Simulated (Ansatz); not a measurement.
**Sn (Immm), stationary points along a deformation path**

Method: DFT LDA, scalar-relativistic, plane waves, PAW in Ansatz 0.2.0. The runs took a 420 eV cutoff, a Γ-centred 22×22×22 mesh and Gaussian smearing (0.15 eV). No spin polarisation. Energies are free energies at this smearing, counted from the undisturbed cell; pressure is positive in compression.

Zero of the scan (as given, not relaxed at this level; it stands at -4.8 GPa; this form isn't the usual structure):

```yaml
crystal:
  lattice:
    - [-1.72654, 1.77555, 2.33834]
    - [1.72654, -1.77555, 2.33834]
    - [1.72654, 1.77555, -2.33834]
  atoms:
    - { symbol: Sn, position: [0.00000, 0.00000, 0.00000] }
```

At fixed volume and fractional coordinates, lengths along (0.000, 0.000, 1.000) are scaled against those across it; ρ is that ratio over its starting value. V = 28.673 Å³/atom. Δσ is the stress along the axis less the mean stress across it (compression positive).

| ρ | ΔE (meV/atom) | Δσ (GPa) | space group |
| --- | --- | --- | --- |
| 0.800 | 10.0 | 0.65 | Immm |
| 0.850 | 5.4 | 0.52 | Immm |
| 0.920 | 1.5 | 0.35 | Immm |
| 0.960 | 0.5 | 0.09 | Immm |
| 1.000 | 0.0 | 0.09 | Immm |
| 1.050 | 0.1 | -0.05 | Immm |
| 1.100 | 0.5 | -0.21 | Immm |
| 1.200 | 4.3 | -0.53 | Immm |
| 1.300 | 13.8 | -1.48 | Immm |

**Question.** How does the stress give the slope of the energy, and where is the energy stationary?

**Answer.** Along the path d ln(length) is 2/3 d ln ρ on the axis and −1/3 d ln ρ across it, so dE/d ln ρ = −(2/3) V Δσ: the energy falls with ρ where Δσ is positive. Δσ vanishes or changes sign between ρ = 1.000 and 1.050, a minimum (near 1.03 by linear interpolation). Pairs of stationary points between two samples would go unseen, and could change a minimum read from distant neighbours into a maximum.

**Question.** Integrate that slope from ρ = 1 to 1.200 by the trapezoid rule.

**Answer.** With V/N in Å³ and 1 eV/Å³ = 160.2 GPa the slopes at ρ = 1.000, 1.050, 1.100, 1.200 are -10, 6, 25, 63 meV/atom per unit of ln ρ. The steps add (-0.1) + 0.7 + 3.8 = 4.4 meV/atom, against 4.3 from the energies; the trapezoid rule misses the curvature of the slope within each step.

In a metal these slopes depend on the k mesh and the smearing.

Cost: 9 runs of about 2 core-minutes in all, on Intel Xeon 6975P-C (Granite Rapids) (shared hosts).